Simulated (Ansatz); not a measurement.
HfN: energy along a strain

HfN, Fm-3m, a = 4.518 Å (as given, not relaxed at this level: 1.4 GPa). Ansatz: r2SCAN, PAW, 500 eV, Γ-centred 18×18×18 mesh on 2 atoms, Gaussian smearing 0.15 eV; no spin polarisation. Cell vectors (Å): 0.000 2.259 2.259; 2.259 0.000 2.259; 2.259 2.259 0.000. The cell is strained by x per cent times the pattern (1 1 0 0 0 0) in the order xx yy zz yz xz xy (engineering shears), with fractional coordinates held. y is the free energy over the start, V0 = 11.528 Å³/atom.

```tsv
x (%)	y (meV/atom)
-2.00	?
-1.50	15.67
-1.00	7.54
-0.50	2.37
0.00	0.00
0.50	0.28
1.00	3.06
1.50	8.22
1.75	11.65
2.00	15.62
```

Problem. Fit y = c1 x + c2 x² + c3 x³ to the other rows, get the stiffness along the pattern, and predict the missing energy.

Solution. Least squares on the rows shown. y = −2.0533 x + 5.3088 x² − 0.18924 x³. The clamped-ion stiffness p·C·p = 2 × 53.09 eV × 160.2 / 11.528 Å³ = 1475 GPa (second derivative at the start, which stands under stress). At x = -2.00 the fit asked for gives 26.86 meV/atom. The run gave 26.92 meV/atom, so the fit is 0.06 meV/atom too low, a small miss on the scale of the series.

The cell has an odd number of electrons and ran without spin polarisation, so a magnetic or disproportionated state may lie lower. Spin–orbit coupling is left out, which can shift energies with elements as heavy as these.

The energy rises steeply for both signs of the strain, but compression costs more than extension. Most of this asymmetry comes from the linear term: the starting cell is slightly compressed, so a small in-plane expansion lowers the energy. The negative cubic term adds the usual anharmonicity, with short-range repulsion growing faster on compression than the bonding weakens on stretching.

The large stiffness, 1475 GPa, fits a rocksalt nitride in which the strain acts directly on Hf–N contacts along the cube axes, where Hf 5d and N 2p orbitals form strong σ bonds. It is not a Young's modulus, since two axes are strained together and the third is held; for a cubic crystal it corresponds to twice the sum of C11 and C12. Holding the fractional coordinates costs nothing here, because every atom stays on an inversion centre and feels no internal force, so the clamped-ion value is also the relaxed-ion one. This single pattern can't separate C11 from C12, nor does it test the resistance to shear given by C44.
